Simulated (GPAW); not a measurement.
Crystal: Ti2O.

```
CELL_PARAMETERS angstrom
2.91940 0.00000 0.00000
-1.45970 2.52827 0.00000
0.00000 0.00000 4.71300
ATOMIC_POSITIONS crystal
Ti 0.33333 0.66667 0.72126
Ti 0.66667 0.33333 0.27874
O 0.00000 0.00000 0.00000
```

Base run:

```yaml
Program: GPAW 26.7.0
Functional: LDA
Potentials_or_basis: the program's PAW data sets (release 1.2.1) made for this functional
Cutoff: 800 eV
Basis: pw
k_mesh: 10 × 10 × 6
Occupations: fermi-dirac, width 0.05 eV
Spin: no spin polarisation
```

Its results: band gap on the k mesh none (metal or under the smearing width); pressure -1.0 GPa; largest force 1.389 eV/Å.

Question: The run is repeated on the same cell with these changes: hubbard terms from none to Ti d U = 8 eV. What comes out?

Answer: Band gap on the k mesh none (metal or under the smearing width); pressure 15.1 GPa; largest force 1.508 eV/Å.

Caveats: forces of over 1 eV/Å show positions far from the minimum, so gaps and moduli don't describe the material at rest; semilocal functionals often make such compounds metallic where correlation or magnetic order opens a gap, which also shifts bond lengths (some runs); U without spin polarisation on a metal has little footing (some runs).
